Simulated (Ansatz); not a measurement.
# SiC (Fm-3m): energy and pressure against volume

An exercise on one series of results from a longer session: the logs are not shown, and one member is left open.

Program: Ansatz 0.2.0. Level of theory: DFT r²SCAN, scalar-relativistic, plane waves, PAW. These are calculated values, not measurements.

## The structure to begin with

Symmetry: Fm-3m, No. 225, cubic system. Conventional cell: a = 4.026 Å, b = 4.026 Å, c = 4.026 Å, α = 90.00°, β = 90.00°, γ = 90.00°. C (site symmetry m-3m) is surrounded by 6 Si at 2.01 Å. Si (site symmetry m-3m) has 6 C at 2.01 Å as nearest neighbours.

Coordinates:

```xyz
2
Lattice="0.0000 2.0129 2.0129 2.0129 0.0000 2.0129 2.0129 2.0129 0.0000" Properties=species:S:1:pos:R:3 pbc="T T T"
C     0.0000    0.0000    0.0000
Si    2.0129    2.0129    2.0129
```

An earlier run at r²SCAN left this cell at 8.155 Å³/atom and -0.02 GPa (18×18×18 mesh).

The first run:

Contents of input.yaml:

```yaml
crystal:
  lattice:
    - [0.0, 1.9856565045, 1.9856565045]
    - [1.9856565045, 0.0, 1.9856565045]
    - [1.9856565045, 1.9856565045, 0.0]
  atoms:
    - { symbol: C, position: [0.0, 0.0, 0.0] }
    - { symbol: Si, position: [0.5, 0.5, 0.5] }
basis:
  ecutwfc: 500
  ecutrho_ratio: 4
kpoints:
  mp_grid: { grid: [20, 20, 20] }
hamiltonian:
  xc: r2scan
scf:
  occupations: { method: gaussian, width: 0.05 }
output:
  forces: true
  stress: true
  eigenvalues: true
```

Run with:

```bash
> ansatz run input.yaml --threads 1 --pin off --max-ram 2560MiB --backend cpu --events-out ev --progress --plain --runs-dir out
```

Among the steps run: Volume × 0.96; Volume × 1.04; Volume × 0.92; Volume × 0.88; Volume × 0.84; Volume × 0.8; Volume × 0.76; Volume × 0.72; Volume × 0.68; Volume × 0.64.

One of the session's tables, all rows but one given; the rest of the session is left out.

| volume (Å³/atom) | energy above the lowest (meV/atom) | pressure (GPa) | gap on the mesh (eV) |
| --- | --- | --- | --- |
| 5.219 | 1924.9 | 303.4 | 0.26 |
| 5.546 | 1380.9 | 233.7 | 0.69 |
| 5.872 | ? | ? | ? |
| 6.198 | 647.3 | 134.0 | 1.41 |
| 6.524 | 412.1 | 98.3 | 1.23 |
| 6.850 | 242.2 | 69.5 | 0.79 |
| 7.177 | 125.3 | 46.1 | 0.38 |
| 7.503 | 51.4 | 27.2 | 0.01 |
| 7.829 | 12.1 | 12.2 | 0.00 |
| 8.155 | 0.0 | 0.0 | 0.00 |
| 8.482 | 9.5 | -9.2 | 0.00 |

Q: Estimate the row for volume (Å³/atom) = 5.872 from the others.

Worked estimate for «energy above the lowest (meV/atom)». A straight line through the neighbours (5.546, 1380.9) and (6.198, 647.3) gives 1380.9 + (647.3 − 1380.9) × (5.872 − 5.546) / (6.198 − 5.546) = 1014.1; a parabola fitted to 4 rows on both sides gives 962.9.

The run gave: energy above the lowest (meV/atom): 963.6; pressure (GPa): 178.3; gap on the mesh (eV): 1.07. In «energy above the lowest (meV/atom)» the line misses by +50.5 and the parabola by -0.7.

To keep in mind: The k mesh is not the same at all volumes. Other structures may be lower in enthalpy at these pressures.
